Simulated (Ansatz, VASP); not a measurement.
# Two plane-wave programs on W

```xyz
1
Lattice="-1.5918 1.5918 1.5918 1.5918 -1.5918 1.5918 1.5918 1.5918 -1.5918" Properties=species:S:1:pos:R:3 pbc="T T T"
W     0.0000    0.0000    0.0000
```

Alike in both runs: task single point; functional PBE; k mesh 20 × 20 × 20; occupations gaussian, width 0.15 eV; no spin polarisation.

|  | VASP | Ansatz |
| --- | --- | --- |
| version | VASP 6.6.1 | Ansatz 0.2.0 |
| potentials or method | VASP PAW PBE potentials, release 64 (W_sv) | scalar-relativistic, plane waves, PAW |
| plane-wave cutoff (eV) | 520 | 420 |
| valence electrons in the cell | 14 | 14 |

VASP gave:

| Item | Value |
| --- | --- |
| gap on the k mesh at the Fermi level (eV) | none |
| pressure (GPa) | 0.5 |

Problem. Which values does Ansatz return?

Solution. gap on the k mesh at the Fermi level (eV): none; pressure (GPa): 0.0.

A gap of «none» marks a metal or a gap that the smearing closes. With one functional, cell and mesh, what is left measures potentials, basis and numerics.

The runs have no spin-orbit coupling, so splittings on W are missing.
